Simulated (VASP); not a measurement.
# SnO2 (Imma) in VASP: single point with PBEsol

Aim: the single point of SnO2 with PBEsol.

Program: VASP 6.6.1. These are calculated values, not measurements. Logs are shortened: lines on timing, memory, paths and dates and some standing lists are left out, and cuts for length are marked.

### 1 The structure

It takes space group P4_2/mnm (No. 136, tetragonal). Conventional cell: a = 4.772 Å, b = 4.772 Å, c = 3.215 Å, α = 90.00°, β = 90.00°, γ = 90.00°. Around Sn (site symmetry mmm) lie 6 O at 2.07 Å. O (site symmetry m2m) is surrounded by 3 Sn at 2.07 Å.

The cell is a database's computed one.

### 2 Single point, PBEsol, non-collinear spin, zero start, spin-orbit coupling

File INCAR:

```
  PREC = Accurate
  ENCUT = 520
  EDIFF = 1E-6
  ISMEAR = 0
  SIGMA = 0.02
  LREAL = False
  LASPH = True
  NELM = 80
  ALGO = Normal
  ISIF = 2
  LWAVE = False
  LCHARG = False
  LNONCOLLINEAR = True
  MAGMOM = 0 0 0 0 0 0 0 0 0 0 0 0 0 0 0 0 0 0 0 0 0 0 0 0 0 0 0 0 0 0 0 0 0 0 0 0
  LORBIT = 11
  LSORBIT = True
  GGA_COMPAT = False
  GGA = PS
```

File KPOINTS:

```
Automatic mesh
0
Gamma
  6 6 6
```

File POSCAR:

```
SnO2
1.0
   -3.2154900000      3.3740300000      3.3739400000
    3.2154900000     -3.3740300000      3.3739400000
    3.2154900000      3.3740300000     -3.3739400000
Sn O
4 8
Direct
    0.0000800000      0.2500800000      0.7500000000
    0.9999200000      0.7499200000      0.2500000000
    0.5000000000      0.5000000000      0.5000000000
    0.5000000000      0.0000000000      0.0000000000
    0.1937400000      0.1937000000      0.4999600000
    0.6937800000      0.7500400000      0.9437400000
    0.1937400000      0.6937800000      0.0000400000
    0.3063000000      0.7500400000      0.5562600000
    0.6937000000      0.2499600000      0.4437400000
    0.3062200000      0.2499600000      0.0562600000
    0.8062600000      0.3062200000      0.9999600000
    0.8062600000      0.8063000000      0.5000400000
```

Potentials or basis: VASP PAW PBE potentials, release 64 (Sn_d, O).

Launch:

```
cat potpaw_PBE.64/Sn_d/POTCAR potpaw_PBE.64/O/POTCAR > POTCAR
mpirun -np 1 vasp_ncl > vasp.out
```

OUTCAR:

```text
PREC = Accurate
   ENCUT = 520
   EDIFF = 1E-6
   ISMEAR = 0
   LREAL = False
   LASPH = True
   NELM = 80
   ISIF = 2
   LNONCOLLINEAR = True
   LORBIT = 11
   LSORBIT = True
   GGA = PS

 ion  position               nearest neighbor table
   1  0.000  0.250  0.750-   9 2.07  10 2.07   5 2.07   7 2.07  11 2.07  12 2.07   2 3.22   2 3.22
                             3 3.74   4 3.74   4 3.74   3 3.74   3 3.74   4 3.74   4 3.74   3 3.74
   2  1.000  0.750  0.250-   6 2.07   8 2.07  11 2.07  12 2.07   7 2.07   5 2.07   1 3.22   1 3.22
                             3 3.74   4 3.74   4 3.74   4 3.74   3 3.74   3 3.74   3 3.74   4 3.74
   3  0.500  0.500  0.500-   5 2.07  12 2.07   8 2.07   9 2.07  10 2.07   6 2.07   4 3.22   4 3.22
                             1 3.74   2 3.74   1 3.74   1 3.74   2 3.74   2 3.74   1 3.74   2 3.74
   4  0.500  0.000  0.000-   7 2.07  11 2.07   8 2.07   9 2.07  10 2.07   6 2.07   3 3.22   3 3.22
                             1 3.74   2 3.74   1 3.74   1 3.74   2 3.74   2 3.74   2 3.74   1 3.74
   5  0.194  0.194  0.500-   3 2.07   1 2.07   2 2.07
   6  0.694  0.750  0.944-   2 2.07   3 2.07   4 2.07
   7  0.194  0.694  0.000-   4 2.07   1 2.07   2 2.07
   8  0.306  0.750  0.556-   2 2.07   3 2.07   4 2.07
   9  0.694  0.250  0.444-   1 2.07   3 2.07   4 2.07
  10  0.306  0.250  0.056-   1 2.07   3 2.07   4 2.07
  11  0.806  0.306  1.000-   4 2.07   2 2.07   1 2.07
  12  0.806  0.806  0.500-   3 2.07   2 2.07   1 2.07

  LATTYP: Found a body centered orthorhombic cell.
 ALAT       =     6.4309800000
 B/A-ratio  =     1.0492770931
 C/A-ratio  =     1.0493050826

  Lattice vectors:

 A1 = (  -3.2154900000,  -3.3740300000,   3.3739400000)
 A2 = (   3.2154900000,  -3.3740300000,  -3.3739400000)
 A3 = (   3.2154900000,   3.3740300000,   3.3739400000)

Analysis of symmetry for initial positions (statically):
=====================================================================
 Subroutine PRICEL returns:
 Original cell was already a primitive cell.

 Routine SETGRP: Setting up the symmetry group for a
 body centered orthorhombic supercell.

 Subroutine GETGRP returns: Found  8 space group operations
 (whereof  4 operations were pure point group operations)
 out of a pool of  8 trial point group operations.

The static configuration has the point symmetry C_2h.
 The point group associated with its full space group is D_2h.

Analysis of symmetry for dynamics (positions and initial velocities):
=====================================================================
 Subroutine PRICEL returns:
 Original cell was already a primitive cell.

 Routine SETGRP: Setting up the symmetry group for a
 body centered orthorhombic supercell.

 Subroutine GETGRP returns: Found  8 space group operations
 (whereof  4 operations were pure point group operations)
 out of a pool of  8 trial point group operations.

The dynamic configuration has the point symmetry C_2h.
 The point group associated with its full space group is D_2h.

Analysis of structural, dynamic, and magnetic symmetry:
=====================================================================
 Subroutine PRICEL returns:
 Original cell was already a primitive cell.

 Routine SETGRP: Setting up the symmetry group for a
 body centered orthorhombic supercell.

 Subroutine GETGRP returns: Found  8 space group operations
 (whereof  4 operations were pure point group operations)
 out of a pool of  8 trial point group operations.

The overall configuration has the point symmetry C_2h.
 The point group associated with its full space group is D_2h.

 Subroutine INISYM returns: Found  8 space group operations
 (whereof  4 operations are pure point group operations),
 and found     1 'primitive' translations

----------------------------------------------------------------------------------------

                                     Primitive cell

  volume of cell :     146.4177

  direct lattice vectors                    reciprocal lattice vectors
[... 3024 lines left out ...]

 [... further k-points ...]

 [bands above 116 left out]

------------------------ aborting loop because EDIFF is reached ----------------------------------------

  FORCE on cell =-STRESS in cart. coord.  units (eV):
  Direction    XX          YY          ZZ          XY          YZ          ZX
  --------------------------------------------------------------------------------------
  -------------------------------------------------------------------------------------
  Total        0.1738737      0.1211865      0.1306802      0.0000000      0.0000000      0.0000000
  in kB        1.9026153      1.3260854      1.4299701      0.0000000      0.0000000      0.0000000
  external PRESSURE =       1.5528903 kB  Pullay stress =       0.0000000 kB

 VOLUME and BASIS-vectors are now :
 -----------------------------------------------------------------------------
  energy-cutoff  :      520.00
  volume of cell :      146.42
      direct lattice vectors                 reciprocal lattice vectors
    -3.215490000  3.374030000  3.373940000     0.000000000  0.148190739  0.148194692
     3.215490000 -3.374030000  3.373940000     0.155497296  0.000000000  0.148194692
     3.215490000  3.374030000 -3.373940000     0.155497296  0.148190739  0.000000000

 POSITION                                       TOTAL-FORCE (eV/Angst)
 -----------------------------------------------------------------------------------
      3.21549      1.68702     -1.68643        -0.000000     -0.000000     -0.003892
      0.00000      1.68702      5.06037        -0.000000      0.000000      0.003892
      1.60774      1.68701      1.68697        -0.000000      0.000000     -0.000000
     -1.60774      1.68701      1.68697        -0.000000      0.000000     -0.000000
      1.60749      1.68702     -0.37964         0.001872      0.000000      0.002537
      3.21549      2.99438      1.68724        -0.000000      0.002688     -0.002407
      1.60800     -1.68701      2.99430        -0.001872      0.000000      0.002537
      3.21549      0.37965      1.68724        -0.000000     -0.002688     -0.002407
      0.00000      2.99438      1.68670        -0.000000      0.002688      0.002407
      0.00000      0.37965      1.68670         0.000000     -0.002688      0.002407
      1.60749      5.06105      0.37964         0.001872     -0.000000     -0.002537
      1.60800      1.68701      3.75358        -0.001872      0.000000     -0.002537
 -----------------------------------------------------------------------------------
    total drift:                                0.000000      0.000000      0.000000

  FREE ENERGIE OF THE ION-ELECTRON SYSTEM (eV)
  ---------------------------------------------------
  free  energy   TOTEN  =       -79.4899136670 eV

  energy  without entropy=      -79.4899136670  energy(sigma->0) =      -79.48991367

 Spin-Orbit-Coupling matrix elements

 Ion:    1  E_soc:     -0.0740906
 l=   1
     0.0000000    -0.0065402    -0.0066379
    -0.0065402     0.0000000    -0.0066115
    -0.0066379    -0.0066115     0.0000000
 l=   2
     0.0000000    -0.0011939     0.0000000    -0.0011415    -0.0045912
    -0.0011939     0.0000000    -0.0035256    -0.0011379    -0.0010959
     0.0000000    -0.0035256     0.0000000    -0.0034398     0.0000000
    -0.0011415    -0.0011379    -0.0034398     0.0000000    -0.0011300
    -0.0045912    -0.0010959     0.0000000    -0.0011300     0.0000000
 l=   3
     0.0000000     0.0000000     0.0000000     0.0000000     0.0000000     0.0000000     0.0000000
     0.0000000     0.0000000     0.0000000     0.0000000     0.0000000     0.0000000     0.0000000
     0.0000000     0.0000000     0.0000000     0.0000000     0.0000000     0.0000000     0.0000000
     0.0000000     0.0000000     0.0000000     0.0000000     0.0000000     0.0000000     0.0000000
[... 209 lines left out ...]
 l=   2
     0.0000000     0.0000000     0.0000000     0.0000000     0.0000000
     0.0000000     0.0000000     0.0000000     0.0000000     0.0000000
     0.0000000     0.0000000     0.0000000     0.0000000     0.0000000
     0.0000000     0.0000000     0.0000000     0.0000000     0.0000000
     0.0000000     0.0000000     0.0000000     0.0000000     0.0000000
 l=   3
     0.0000000     0.0000000     0.0000000     0.0000000     0.0000000     0.0000000     0.0000000
     0.0000000     0.0000000     0.0000000     0.0000000     0.0000000     0.0000000     0.0000000
     0.0000000     0.0000000     0.0000000     0.0000000     0.0000000     0.0000000     0.0000000
     0.0000000     0.0000000     0.0000000     0.0000000     0.0000000     0.0000000     0.0000000
     0.0000000     0.0000000     0.0000000     0.0000000     0.0000000     0.0000000     0.0000000
     0.0000000     0.0000000     0.0000000     0.0000000     0.0000000     0.0000000     0.0000000
     0.0000000     0.0000000     0.0000000     0.0000000     0.0000000     0.0000000     0.0000000

 total charge

# of ion       s       p       d       tot
------------------------------------------
    1        0.884   1.083  10.366  12.333
    2        0.884   1.083  10.366  12.333
    3        0.884   1.083  10.366  12.333
    4        0.884   1.083  10.366  12.333
    5        1.556   3.480   0.000   5.036
    6        1.556   3.480   0.000   5.036
    7        1.556   3.480   0.000   5.036
    8        1.556   3.480   0.000   5.036
    9        1.556   3.480   0.000   5.036
   10        1.556   3.480   0.000   5.036
   11        1.556   3.480   0.000   5.036
   12        1.556   3.480   0.000   5.036
--------------------------------------------------
tot         15.982  32.170  41.465  89.616

 magnetization (x)

# of ion       s       p       d       tot
------------------------------------------
    1        0.000  -0.000   0.000   0.000
    2        0.000   0.000   0.000   0.000
    3       -0.000  -0.000  -0.000  -0.000
    4        0.000   0.000  -0.000   0.000
    5       -0.000   0.000   0.000   0.000
    6        0.000   0.000   0.000   0.000
    7        0.000  -0.000   0.000  -0.000
    8       -0.000  -0.000   0.000  -0.000
    9       -0.000  -0.000   0.000  -0.000
   10        0.000   0.000   0.000   0.000
   11        0.000  -0.000   0.000  -0.000
   12       -0.000   0.000   0.000   0.000
--------------------------------------------------
tot         -0.000   0.000   0.000  -0.000

 magnetization (y)

# of ion       s       p       d       tot
------------------------------------------
    1        0.000  -0.000  -0.000  -0.000
    2        0.000  -0.000  -0.000  -0.000
    3        0.000   0.000   0.000   0.000
    4       -0.000  -0.000  -0.000  -0.000
    5       -0.000   0.000   0.000   0.000
    6        0.000   0.000   0.000   0.000
    7        0.000  -0.000   0.000  -0.000
    8        0.000   0.000   0.000   0.000
    9        0.000   0.000   0.000   0.000
   10        0.000   0.000   0.000   0.000
   11        0.000  -0.000   0.000  -0.000
   12       -0.000   0.000   0.000   0.000
--------------------------------------------------
tot          0.000  -0.000   0.000  -0.000

 magnetization (z)

# of ion       s       p       d       tot
------------------------------------------
    1        0.000   0.000   0.000   0.000
    2        0.000   0.000   0.000   0.000
    3       -0.000   0.000   0.000   0.000
    4        0.000  -0.000  -0.000  -0.000
    5        0.000   0.000   0.000   0.000
    6        0.000   0.000   0.000   0.000
    7        0.000  -0.000   0.000  -0.000
    8       -0.000  -0.000   0.000  -0.000
    9       -0.000  -0.000   0.000  -0.000
   10        0.000   0.000   0.000   0.000
   11        0.000  -0.000   0.000  -0.000
   12        0.000   0.000   0.000   0.000
--------------------------------------------------
tot          0.000   0.000   0.000   0.000
```

It took 32 min on 1 thread of AMD EPYC 9R14 (Zen 4), shared host; peak memory 1.4 GiB.

What came out:

```yaml
Free_energy: -79.4899 eV
Pressure: 0.2 GPa
Largest_force: 0.004 eV/Å
Net_moment: 0.00 μB per cell
Valence_electrons_inside_the_program's_atomic_spheres: Sn 12.33; O 5.04
```

Forces on the atoms (eV/Å):
```
Sn   0.000  0.000 -0.004
Sn   0.000  0.000  0.004
Sn   0.000  0.000  0.000
Sn   0.000  0.000  0.000
O    0.002  0.000  0.003
O    0.000  0.003 -0.002
O   -0.002  0.000  0.003
O    0.000 -0.003 -0.002
O    0.000  0.003  0.002
O    0.000 -0.003  0.002
O    0.002  0.000 -0.003
O   -0.002  0.000 -0.003
```

Moments on the atoms (μB; x, y, z):
```
Sn  0.00 0.00 0.00
Sn  0.00 0.00 0.00
Sn  0.00 0.00 0.00
Sn  0.00 0.00 0.00
O   0.00 0.00 0.00
O   0.00 0.00 0.00
O   0.00 0.00 0.00
O   0.00 0.00 0.00
O   0.00 0.00 0.00
O   0.00 0.00 0.00
O   0.00 0.00 0.00
O   0.00 0.00 0.00
```

Caveat: the PAW data sets were made with another functional, which shifts forces and pressure a little.
